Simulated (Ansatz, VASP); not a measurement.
## Sb: VASP beside Ansatz

The input INCAR:

```
PREC = Accurate ; ENCUT = 520
EDIFF = 1E-7 ; ISMEAR = -1
SIGMA = 0.08 ; LREAL = False
LASPH = True ; NELM = 60
ALGO = Normal ; ISIF = 2
LWAVE = False ; LCHARG = False
GGA = PE ; NBANDS = 8
```

KPOINTS

```
Automatic mesh
0
Gamma
  15 15 15
```

POSCAR

```
Sb
1.0
    0.0000000000      2.2232298250      2.2232298250
    2.2232298250      0.0000000000      2.2232298250
    2.2232298250      2.2232298250      0.0000000000
Sb
1
Direct
    0.0000000000      0.0000000000      0.0000000000
```

Input for Ansatz:

```yaml
crystal:
  lattice:
    - [0.0, 2.223229825, 2.223229825]
    - [2.223229825, 0.0, 2.223229825]
    - [2.223229825, 2.223229825, 0.0]
  atoms:
    - { symbol: Sb, position: [0.0, 0.0, 0.0] }
kpoints:
  mp_grid: { grid: [15, 15, 15] }
scf:
  occupations: { method: fermi_dirac, width: 0.08 }
hamiltonian:
  xc: pbe
  pseudopotentials: { kind: paw }
output:
  forces: true
  stress: true
  eigenvalues: true
  write_density: true
  write_potential: true
  elf: true
  volumetric_format: npy
```

Change from the starting cell: volume scaled by 0.8, to set the pressure.

Alike in both runs: task single point; functional PBE; k mesh 15 × 15 × 15; occupations fermi-dirac, width 0.08 eV; no spin polarisation.

```csv
,VASP,Ansatz
version,VASP 6.6.1,Ansatz 0.2.0
potentials or method,"VASP PAW PBE potentials, release 64 (Sb)","PAW with Ansatz's default frozen-core files, scalar-relativistic"
plane-wave cutoff (eV),520,420
valence electrons in the cell,5,15
```

```tsv
	VASP	Ansatz	Ansatz less VASP
pressure (GPa)	21.9	21.9	+0.04
```

The two sets of potentials don't hold the same shells in valence.

Caveats: so large a pressure means that the cell lies far from this level's equilibrium, or that cutoff or potentials fall short (VASP). Spin-orbit coupling is left out, which matters for the levels of Sb.
